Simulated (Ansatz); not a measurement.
# Σ5 (210) boundary in fcc Al with Ti (substitutional): structure and resistance, part 2 of 2

Aim: the relaxed structure and the specific resistance of the Σ5 (210) boundary in fcc Al with Ti (substitutional).

Ansatz 0.2.0; Ansatz plane-wave DFT, PBE, PAW files; relaxation of a bicrystal slab with its lowest layers held; PAW set soft_1 (the session's first sound run).

So far. Step 2 (Relaxing the bicrystal): The largest force component on a free atom ends at 0.022 eV/Å, under the tolerance of 0.03, after 9 steps.

**3. Transmission across the boundary**

Bulk layers of each grain are laid under and over the relaxed boundary, and a lead is named in the middle of each, away from the free faces. The mesh across the current, 18×18, is finer than the density's, because channels open and close sharply across the zone. Energies from -0.1 to 0.1 eV in steps of 0.05 eV are too few for the program's thermal sum, so it prints no conductance; for a metal the transmission near the Fermi level serves, at a fraction of the cost.

This step: Ansatz plane-wave DFT, PBE, PAW files; ballistic transport by layer matching (Landauer), zero bias; boundary relaxed in a short slab, bulk layers laid on; PAW set soft_1 (Ansatz 0.2.0).

System of this step: Σ5 (210) boundary in fcc Al with Ti (substitutional). The cell holds 47 atoms: 46 Al and 1 Ti. Cell: a = 4.958 Å, b = 4.048 Å, c = 50.029 Å, α = 90.0°, β = 90.0°, γ = 65.9°. It derives from Al. Regions: lower grain, 19 atoms (19 Al); boundary, 13 atoms (12 Al and 1 Ti); upper grain, 15 atoms (15 Al). Vacuum lies along c.

input.yaml reads:

```yaml
crystal:
  lattice:
    - [4.957730497, 0.0, 0.0]
    - [1.6525768323, 3.6952741352, 0.0]
    - [0.0, 0.0, 50.0285637215]
  atoms:
    - { symbol: Al, position: [-15.0, 7.5000000002, 0.0799543241] }
    - { symbol: Al, position: [-14.4, 7.2000000002, 0.0980470604] }
    - { symbol: Al, position: [-13.8, 6.9000000002, 0.1161397967] }
    - { symbol: Al, position: [-13.2, 6.6000000002, 0.1342325329] }
    - { symbol: Al, position: [-12.6, 6.3000000002, 0.1523252692] }
    - { symbol: Al, position: [-12.0, 6.0000000002, 0.1704180055] }
    - { symbol: Al, position: [-11.4, 5.7000000001, 0.1885107417] }
    - { symbol: Al, position: [-10.8, 5.4000000001, 0.206603478] }
    - { symbol: Al, position: [-10.2, 5.1000000001, 0.2246962143] }
    - { symbol: Al, position: [-9.6, 4.8000000001, 0.2427889505] }
    - { symbol: Al, position: [-9.0, 4.5000000001, 0.2608816868] }
    - { symbol: Al, position: [-8.4, 4.2000000001, 0.278974423] }
    - { symbol: Al, position: [-7.8, 3.9000000001, 0.2970671593] }
    - { symbol: Al, position: [-7.2, 3.6000000001, 0.3151598956] }
    - { symbol: Al, position: [-6.6, 3.3000000001, 0.3332526318] }
    - { symbol: Al, position: [-6.0, 3.0, 0.3513453681] }
    - { symbol: Al, position: [-5.4, 2.7, 0.3694381044] }
    - { symbol: Al, position: [-4.8, 2.4, 0.3875308406] }
    - { symbol: Al, position: [-4.2, 2.1, 0.4056235769] }
    - { symbol: Al, position: [0.4, 0.8, 0.4237163132] }
    - { symbol: Al, position: [1.0150242574, 0.4924878713, 0.4414616461] }
    - { symbol: Al, position: [0.6229219582, 0.1885390209, 0.4606461436] }
    - { symbol: Al, position: [0.2298297177, 0.8850851412, 0.4776261008] }
    - { symbol: Al, position: [0.8254510512, 0.5872744744, 0.4952653864] }
    - { symbol: Al, position: [0.4163600432, 0.2918199784, 0.5165826678] }
    - { symbol: Ti, position: [0.0078631457, -0.0039315728, 0.5288068331] }
    - { symbol: Al, position: [0.6420944897, 0.6789527552, 0.5482588784] }
    - { symbol: Al, position: [0.1781989749, 0.9109005126, 0.5803197593] }
    - { symbol: Al, position: [0.5969489143, 0.2015255428, 0.5892448634] }
    - { symbol: Al, position: [0.9754084245, 0.5122957878, 0.6133133775] }
    - { symbol: Al, position: [0.3840521787, 0.8079739107, 0.6313734137] }
    - { symbol: Al, position: [0.7704056623, 0.1147971689, 0.6486546319] }
    - { symbol: Al, position: [-4.8295943377, 2.4147971689, 0.6667473682] }
    - { symbol: Al, position: [-5.4295943377, 2.7147971689, 0.6848401044] }
    - { symbol: Al, position: [-6.0295943377, 3.0147971689, 0.7029328407] }
    - { symbol: Al, position: [-6.6295943377, 3.3147971689, 0.721025577] }
    - { symbol: Al, position: [-7.2295943377, 3.6147971689, 0.7391183132] }
    - { symbol: Al, position: [-7.8295943377, 3.9147971689, 0.7572110495] }
    - { symbol: Al, position: [-8.4295943377, 4.2147971689, 0.7753037857] }
    - { symbol: Al, position: [-9.0295943378, 4.514797169, 0.793396522] }
    - { symbol: Al, position: [-9.6295943378, 4.814797169, 0.8114892583] }
    - { symbol: Al, position: [-10.2295943378, 5.114797169, 0.8295819945] }
    - { symbol: Al, position: [-10.8295943378, 5.414797169, 0.8476747308] }
    - { symbol: Al, position: [-11.4295943378, 5.714797169, 0.8657674671] }
    - { symbol: Al, position: [-12.0295943378, 6.014797169, 0.8838602033] }
    - { symbol: Al, position: [-12.6295943378, 6.314797169, 0.9019529396] }
    - { symbol: Al, position: [-13.2295943378, 6.614797169, 0.9200456759] }
kpoints:
  mp_grid: { grid: [7, 7, 1] }
hamiltonian:
  xc: pbe
  pseudopotentials: { kind: paw, azcp: { folder: soft_1 } }
scf:
  occupations: { method: fermi_dirac, width: 0.1 }
output:
  transmission:
    leads: [[10, 11], [38, 39]]
    kmesh: [18, 18]
    e_range: [-0.1, 0.1]
    de: 0.05
  write_potential: true
  write_density: true
  volumetric_format: npy
  elf: true
```

Command:

```console
> ansatz run input.yaml --threads 4 --pin off --max-ram 15360MiB --backend cpu --events-out ev --progress --plain --runs-dir out
```

Numbers of over 12 decimals in the logs are rounded to 6 here.

Output:

```text
[...]
Crystal: 47 atoms, lattice volume = 916.532 Å³
Basis set: ecut = 420 eV, 17947 PW (Γ)
Bands: 122, of which v1, the nominal top of the filled ones, is band 75 counted from 1 (74 counted from 0)
Symmetry: 2 space group operations
[...]
k-points: 16 of 49 (time reversal used)
[...]
SCF iter   1: F=—  HF=-27227.528811 eV  |F-HF|=—  |Δ(HF+E_count)|=         —  Δρ=3.06e-2  dr2=2.58e2  ethr=3.10e-3  ⟨swp⟩=8.2  Hψ=10570  notcnv=0  defer=80
[...]
SCF iter  10: F=-27222.828917 eV  HF=-27222.828917 eV  |F-HF|=5.89e-9  |Δ(HF+E_count)|=   6.31e-9  Δρ=4.34e-7  dr2=7.86e-9  ethr=6.67e-11  ⟨swp⟩=2.3  Hψ=3380  notcnv=0
SCF 1 converged in 10 iterations: F = -27222.828917 eV  dr2 = 7.86e-9
[...]
transmission: 352 of 3458 steps passed
transmission: 700 of 3458 steps passed
[...]
transmission: 3458 of 3458 steps passed
WARN: The output density's exchange-correlation potential varies sharply where the density is thin. Do not read a vacuum level from v_tot or v_xc, or from such a field of the output density. On a cell that repeats whose density bears no net charge and no dipole along the vacuum's axis use v_es (v_loc + v_h of the components); under efield.dipole_correction with no amplitude use v_es + v_field, which holds any externa [...]
SCF converged after 10 iterations
Free energy (F): -27222.828917 eV
[...]
Internal energy: -27222.166804 eV  (E = F + TS)
E sigma→0 (E₀):  -27222.497861 eV
Entropy (-TS):   -0.662113 eV (-14.088 meV/atom)
Fermi energy:    6.189850 eV
[...]
--- Band table (eV; the first three rows and the last of 16) ---
  k-point 0: bands = [... 71 lower, 6.0742, 6.2113, 6.2192, 6.3537, 6.4126, 6.4308, 6.4505, 6.4634, ... 43 higher]
  k-point 1: bands = [... 71 lower, 5.4849, 5.5236, 5.6127, 5.7478, 5.8305, 5.9052, 6.0553, 6.0765, ... 43 higher]
  k-point 2: bands = [... 71 lower, 5.3018, 5.4063, 5.4910, 5.5793, 5.6417, 5.7074, 5.8649, 5.9614, ... 43 higher]
  k-point 15: bands = [... 71 lower, 6.8855, 6.9736, 7.0913, 7.1724, 7.2451, 7.4349, 7.4428, 7.5621, ... 43 higher]
--- Transmission ---
  basis      : 161 plane waves across, 38 finite elements along
  points     : 91, standing for a mesh of 18 x 18
  energies   : 5 from -0.100000 to 0.100000 eV about the Fermi level, 0.050000 eV apart; the leads are filled to 0.000000 eV, and channels, transmission and decay are at 0.000000 eV
  crystal 0  : Al3, at the sites [10, 11], period 2.7155 Å, over 18.10 Å; its Hamiltonian steps by up to 35.0 meV: too much for a lead, lay more layers or, if its atoms are ordered, name the step of that order
    offset         : up to 0.0000 Å between an atom of the period and one for which it stands
    channels       : 3.564815e0 a spin
    conductance    : none, the energies end too early or step too widely for 300 K: set another output.transmission.e_range or a lower de, or, where they end at an eighth of basis.ecutwfc, a higher one
[...]
channels       : 3.564815e0 a spin
[...]
junction   : crystal 0 to crystal 1, 12.84 to 36.77 Å
    transmission   : 1.460443e0 a spin
[...]
```

It took 10 min on 4 threads of Arm Neoverse N1, shared host; peak memory 3.6 GiB.

Reading the cycles: dr2 is the Hartree energy of the density residual (eV), the measure of convergence; HF is the Harris–Foulkes estimate of the energy, which meets the free energy F at convergence.

Numbers from this step:

```
free energy                                    : -27222.8289 eV
energy at zero smearing                        : -27222.4979 eV
Fermi energy                                   : 6.190 eV
cell area                                      : 18.32 Å²
transmission per spin nearest the Fermi level  : 1.460
open channels per spin nearest the Fermi level : 3.565
open channels per spin, upper lead             : 3.565
step of the lead's potential                   : 35 meV
step of the upper lead's potential             : 31.7 meV
```

Per spin. The transmission, zone mean by energy, zero at the Fermi level:

| energy (eV) | transmission, zone mean |
| --- | --- |
| -0.1000 | 1.49 |
| -0.0500 | 1.48 |
| 0.0000 | 1.46 |
| 0.0500 | 1.43 |
| 0.1000 | 1.41 |

Per spin. Open channels, zone mean against energy, zero at the Fermi level:

| energy (eV) | lead | upper lead |
| --- | --- | --- |
| -0.1000 | 3.44 | 3.44 |
| -0.0500 | 3.48 | 3.52 |
| 0.0000 | 3.56 | 3.56 |
| 0.0500 | 3.61 | 3.60 |
| 0.1000 | 3.65 | 3.65 |

Transmission over k1 and k2. At 0.0000 eV from the Fermi level.

Values, 12 rows by 16 columns, each cell a mean:
```
1.08 1.34 1.46 1.55 1.64 1.53 1.24 0.96 0.85 0.85 1.06 1.52 1.42 0.92 0.86 0.86
1.72 1.66 1.37 1.37 1.46 1.81 1.69 1.21 0.97 1.22 1.51 1.61 1.45 1.02 1.09 1.50
1.91 1.51 1.43 1.54 1.85 1.96 1.90 1.67 1.29 1.34 0.90 1.34 1.43 1.58 1.85 1.96
1.76 1.64 1.64 1.78 1.91 1.88 1.85 1.85 1.42 0.92 0.85 1.61 1.77 1.86 1.83 1.99
1.67 1.70 1.88 1.97 1.58 1.37 1.51 1.51 0.94 0.88 1.27 1.52 1.40 1.53 1.88 1.93
1.61 1.69 1.92 1.93 1.58 1.42 1.50 1.25 0.62 1.13 1.50 1.44 1.50 1.79 1.98 1.80
1.55 1.89 1.93 1.48 1.27 1.35 1.24 0.78 0.87 1.38 1.34 1.23 1.55 2.00 1.85 1.54
1.75 1.97 1.78 1.74 1.77 1.64 1.03 0.82 1.42 1.79 1.77 1.71 1.84 1.84 1.76 1.76
1.99 1.96 1.87 1.69 1.50 1.40 0.59 1.40 1.37 1.75 1.90 1.96 1.91 1.57 1.47 1.48
1.90 1.76 1.34 1.19 1.44 1.42 1.42 1.37 1.05 1.44 1.86 1.89 1.50 1.51 1.28 1.66
1.17 0.95 0.90 0.99 1.50 1.63 1.17 0.86 0.93 1.05 1.38 1.64 1.51 1.37 1.50 1.53
0.61 0.77 1.18 1.24 1.38 1.38 1.19 0.72 0.58 0.82 1.31 1.43 1.48 1.52 1.38 0.82
```
Columns: k1 (b1) from -0.5 to 0.444; rows upwards: k2 (b2) from -0.5 to 0.444.

Open channels over k1 and k2. At 0.0000 eV from the Fermi level.

Ten even steps from '_' (1.00) to '@' (6.00):
```
========**==========::::==**==::::==
==************========********======
****==%%==******====****==****====**
**==****==************====**********
**======********%%****__****%%******
============**%%%%**::::**%%%%**====
********==**==%%%%======%%%%==**==**
========**::%%****====****%%::**====
**********%%%%@@%%==%%@@%%%%********
======**::%%****====****%%::**======
****==**==%%%%======%%%%==**==******
======**%%%%**::::**%%%%**==========
********%%****__****%%********======
************====************==****==
****====****==****====******==%%==**
========********========************
====::::==**==::::==========**======
::::============::::::============::
```
Columns: k1 (b1) from -0.5 to 0.444; rows upwards: k2 (b2) from -0.5 to 0.444.

Electrostatic potential energy in the cb plane at fractional x = 0.000, with atoms of Al and Ti within 0.2 Å of it. With pseudopotentials it is smooth inside the atoms' cores, unlike the true potential.

Ten even steps from '0' (-21 eV) to '9' (9 eV), each cell a mean:
```
36887657899999877888500002787545799998877898
58998778899899888898730015898767888999888899
88888888876678998888875568999988876678988888
98877898744446898767888899999998744447887667
98656788648855887545789999999998548745886435
98655788549954787434789999999998459945886334
98767888645645888656789999999998636546887546
88888889864457998878887789999998754468998778
68988888888888988888852147999878888889888888
37888667899999877898610004887656899998878899
36887556899999877888500002787435799998777898
```
Columns run along c (16.0 Å, from fractional 0.36 to 0.68 of the cell; values clipped at the 3rd and 97th percentile), rows up along b (4.0 Å). Atoms in or near the plane, at fractional coordinates: Al at (0.44, 0.49), Ti at (0.53, 0.00), Al at (0.61, 0.51).

ELF in the cb plane at fractional x = 0.000, with atoms of Al and Ti within 0.2 Å of it. It is the smooth field of the valence electrons, not physical close to the nuclei.

Values, 6 rows by 16 columns, each cell a mean:
```
0.53 0.54 0.62 0.40 0.39 0.56 0.59 0.32 0.65 0.30 0.66 0.63 0.40 0.45 0.61 0.50
0.58 0.61 0.59 0.53 0.52 0.57 0.64 0.40 0.16 0.26 0.42 0.62 0.55 0.56 0.60 0.61
0.51 0.57 0.53 0.30 0.29 0.58 0.44 0.60 0.44 0.42 0.19 0.46 0.19 0.44 0.56 0.52
0.53 0.60 0.54 0.36 0.34 0.58 0.51 0.58 0.35 0.38 0.23 0.51 0.25 0.49 0.57 0.57
0.59 0.59 0.61 0.52 0.52 0.57 0.64 0.33 0.25 0.23 0.51 0.64 0.56 0.54 0.61 0.58
0.48 0.51 0.61 0.37 0.35 0.56 0.57 0.35 0.69 0.34 0.68 0.60 0.34 0.42 0.60 0.48
```
Columns run along c (16.0 Å, from fractional 0.36 to 0.68 of the cell), rows up along b (4.0 Å). Atoms in or near the plane, at fractional coordinates: Al at (0.44, 0.49), Ti at (0.53, 0.00), Al at (0.61, 0.51).

Valence density in the cb plane at fractional x = 0.000, with atoms of Al and Ti within 0.2 Å of it. It is the smooth field of the valence electrons, not physical close to the nuclei.

Ten steps, logarithmic in the rise over the least value, from '0' (0 e/Å³) to '9' (11 e/Å³), each cell a mean:
```
11111111110011111111369984211111111111111111
11111111111111111111246652111111111111111111
11111111111111111111122221000111111111111111
11111111111111111111111110000001111111111111
11111111110011111111111100000001110011111111
11111111110001111111111100000001100011111111
11111111110011111111111100000001110011111111
11111111111111111111111110000011111111111111
11111111111111111111224431111111111111111111
11111111111111111111258873111111111111111111
11111111110011111111379985211111111011111111
```
Columns run along c (16.0 Å, from fractional 0.36 to 0.68 of the cell), rows up along b (4.0 Å). Atoms in or near the plane, at fractional coordinates: Al at (0.44, 0.49), Ti at (0.53, 0.00), Al at (0.61, 0.51).

Over the solved energies the transmission per spin lies between 1.41 and 1.49, out of 3.55 channels of the lead on average (up to 3.65). The log calls the step of a lead's potential too much.

**4. Specific resistance**

This step: Ansatz plane-wave DFT, PBE, PAW files; ballistic transport by layer matching (Landauer), zero bias; specific resistance of the boundary; PAW set soft_1 (Ansatz 0.2.0).

Numbers from this step:

```
area resistance                      : 0.9601 fΩ m²
T over the leads' mean channel count : 0.4096
```

Averaged over the energies near the Fermi level, 41.0 % of the channels pass, which makes 0.960 fΩ m².

By hand, with T and the leads' channels N averaged over the energies near the Fermi level: RA = A (h/2e²)(1/T − ½[1/N₁ + 1/N₂]) = 18.32×10⁻²⁰ m² × 12 906 Ω × (1/1.454 − ½[1/3.548 + 1/3.552]) = 0.960 fΩ m².

**5. Results**

| Quantity | Value |
| --- | --- |
| specific resistance of the boundary | 0.960 fΩ m² |
| share of channels that pass | 0.410 |

In words: The boundary has a specific resistance of 0.96 fΩ m². The boundary reflects 59 % of the channels; 0.96 fΩ m² is 9.6×10⁻¹² Ω·cm². That equals the resistance of 35 nm of bulk Al at 300 K (measured 2.733 µΩ cm, CRC Handbook of Chemistry and Physics, 84th ed., 2003, Electrical Resistivity of Pure Metals). One Ti in 18.3 Å² of boundary is a high coverage. Each plane of this narrow cell holds one atom, so the solute fills a whole plane. One starting structure was relaxed; another shift or atom count at the boundary may lie lower. A lead's potential steps by up to 35 meV from period to period, which the log calls too much, so longer leads could move the result.

[Logs are printed without paths, hosts, clocks, repeated set-up lines and the standing remarks that a program may print on its own settings, such as how far it seeks lower states.]

[Hosts, paths, dates, database ids (printed as entryN), source tags and the programs' standing remarks are cut or masked in the printed files.]
